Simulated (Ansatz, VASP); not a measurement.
## TiB2 in VASP and in Ansatz

File INCAR:

```
SYSTEM = TiB2
ALGO = Fast
EDIFF = 1E-6
ENCUT = 520
GGA = PE
ISIF = 2
ISMEAR = 0
LASPH = .TRUE.
LCHARG = .FALSE.
LREAL = .FALSE.
LWAVE = .FALSE.
NBANDS = 37
NELM = 100
PREC = Accurate
SIGMA = 0.15
```

File KPOINTS:

```
k-points
0
G
  15 15 4
  0 0 0
```

Contents of POSCAR:

```
TiB2
1.0
   -1.5160209380     -2.6258252899      0.0000000000
    1.5160209380     -2.6258252899      0.0000000000
    0.0000000000      0.0000000000      9.6702647790
Ti B
3 6
Direct
    0.0000000000      0.0000000000      0.0000000000
    0.0000000000      0.0000000000      0.3333333333
    0.0000000000      0.0000000000      0.6666666667
    0.6666666667      0.6666666667      0.1666666667
    0.6666666667      0.6666666667      0.5000000000
    0.6666666667      0.6666666667      0.8333333333
    0.3333333333      0.3333333333      0.1666666667
    0.3333333333      0.3333333333      0.5000000000
    0.3333333333      0.3333333333      0.8333333333
```

Input for Ansatz:

```yaml
crystal:
  lattice:
    - [-1.516020938, -2.6258252899, 0.0]
    - [1.516020938, -2.6258252899, 0.0]
    - [0.0, 0.0, 9.670264779]
  atoms:
    - { symbol: Ti, position: [0.0, 0.0, 0.0] }
    - { symbol: Ti, position: [0.0, 0.0, 0.3333333333] }
    - { symbol: Ti, position: [0.0, 0.0, 0.6666666667] }
    - { symbol: B, position: [0.6666666667, 0.6666666667, 0.1666666667] }
    - { symbol: B, position: [0.6666666667, 0.6666666667, 0.5] }
    - { symbol: B, position: [0.6666666667, 0.6666666667, 0.8333333333] }
    - { symbol: B, position: [0.3333333333, 0.3333333333, 0.1666666667] }
    - { symbol: B, position: [0.3333333333, 0.3333333333, 0.5] }
    - { symbol: B, position: [0.3333333333, 0.3333333333, 0.8333333333] }
basis:
  ecutwfc: 520.0
kpoints:
  mp_grid: { grid: [15, 15, 4] }
hamiltonian:
  xc: pbe
scf:
  occupations: { method: gaussian, width: 0.15 }
output:
  forces: true
  stress: true
  eigenvalues: true
  write_density: true
  write_potential: true
  elf: true
  volumetric_format: npy
```

Alike in both runs: task single point; functional PBE; k mesh 15 × 15 × 4; occupations gaussian, width 0.15 eV; no spin polarisation.

|  | VASP | Ansatz |
| --- | --- | --- |
| version | VASP 6.6.1 | Ansatz 0.2.0 |
| potentials or method | VASP PAW PBE potentials, release 64 (Ti_sv, B) | scalar-relativistic, plane waves, PAW |
| plane-wave cutoff (eV) | 520 | 520 |
| valence electrons in the cell | 54 | 54 |

VASP gave:

| Property | Result |
| --- | --- |
| gap on the k mesh at the Fermi level (eV) | none |
| pressure (GPa) | 0.2 |

Question: Which values does Ansatz return?

Answer: gap on the k mesh at the Fermi level (eV): none; pressure (GPa): 0.1.

A gap of «none» marks a metal or a gap that the smearing closes.
